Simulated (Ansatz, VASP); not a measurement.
## One calculation of Sc, two programs

```
Sc
1.0
     0.00000    2.27050    2.27050
     2.27050    0.00000    2.27050
     2.27050    2.27050    0.00000
Sc
1
Direct
  0.00000 0.00000 0.00000
```

This isn't the form of Sc at room conditions, which is hcp.

Alike in both runs: task single point; functional PBEsol; k mesh 20 × 20 × 20; occupations gaussian, width 0.15 eV; no spin polarisation.

|  | VASP | Ansatz |
| --- | --- | --- |
| version | VASP 6.6.1 | Ansatz 0.2.0 |
| potentials or method | VASP PAW PBE potentials, release 64 (Sc_sv) | scalar-relativistic, plane waves, PAW |
| plane-wave cutoff (eV) | 520 | 420 |
| valence electrons in the cell | 11 | 11 |

```csv
,VASP,Ansatz,Ansatz less VASP
gap on the k mesh at the Fermi level (eV),none,none,-
pressure (GPa),0.4,0.5,+0.09
```

A gap of «none» marks a metal or a gap that the smearing closes. With one functional, cell and mesh, what is left measures potentials, basis and numerics.

Caveats: the PAW data sets were made with another functional, which shifts forces and pressure a little (VASP).
